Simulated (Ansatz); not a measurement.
Wanted: the native input for an Ansatz 0.2.0 run.

| Quantity | Value |
| --- | --- |
| Task | single point |
| Functional | PBEsol |
| Potentials or basis | Ansatz PAW |
| Cutoff | 420 eV (not typed: the program's choice for these potentials) |
| k mesh | 10 × 10 × 3 |
| Occupations | fermi-dirac, width 0.05 eV |
| Spin | collinear spin, ferromagnetic start |
| Starting moments | [1.0, 1.0, 0.0, 0.0, 0.0, 0.0] μB |

The system is NiO2.

```
Ni O
1.0
     2.91215    0.00000    0.00000
    -1.45608    2.52200    0.00000
     0.00000    0.00000   10.55527
Ni O
2 4
Direct
  0.00000 0.00000 0.50000
  0.00000 0.00000 0.00000
  0.33333 0.66667 0.58908
  0.33333 0.66667 0.91092
  0.66667 0.33333 0.41092
  0.66667 0.33333 0.08908
```

The cell comes from a database or a generator and needn't be the stable form of this composition.

The input as run:

input.yaml

```yaml
crystal:
  lattice:
    - [2.9121517351, 0.0, 0.0]
    - [-1.4560758676, 2.5219973823, 0.0]
    - [0.0, 0.0, 10.55527]
  atoms:
    - { symbol: Ni, position: [0.0, 0.0, 0.5], spin: 1.0 }
    - { symbol: Ni, position: [0.0, 0.0, 0.0], spin: 1.0 }
    - { symbol: O, position: [0.3333333333, 0.6666666667, 0.589079] }
    - { symbol: O, position: [0.3333333333, 0.6666666667, 0.910921] }
    - { symbol: O, position: [0.6666666667, 0.3333333333, 0.410921] }
    - { symbol: O, position: [0.6666666667, 0.3333333333, 0.089079] }
hamiltonian:
  xc: pbesol
  pseudopotentials: { kind: paw }
magnetization:
  spin_polarized: true
kpoints:
  mp_grid: { grid: [10, 10, 3] }
scf:
  occupations: { method: fermi_dirac, width: 0.05 }
output:
  forces: true
  stress: true
  eigenvalues: true
```

Potentials or basis: Ansatz PAW.

Command:

```console
$ ansatz run input.yaml --threads 2 --pin off --max-ram 5632MiB --backend cpu --events-out ev --progress --plain --runs-dir out
```

Results of the run:

The pressure is -15.2 GPa. The largest force is 1.033 eV/Å and the band gap on the k mesh is 0.91 eV, indirect (least direct gap 1.20 eV). The net moment is 0.00 μB per cell and the absolute moment is 0.00 μB per cell.

Caveat: odd divisions of the mesh miss points on the zone boundary, where band edges often lie, so the gap on the mesh can be too wide; the pressure holds a Pulay correction of +0.7 GPa for the finite cutoff; the PAW data sets come from PBE, with cores solved anew for the run's functional, which leaves a small shift of forces and pressure; forces of over 1 eV/Å show positions far from the minimum, so gaps and moduli don't describe the material at rest; the starting moments weren't kept.

Run time: 5.7 s on 2 threads of Arm Neoverse V2, with other jobs on the host, peak memory 0.4 GiB.
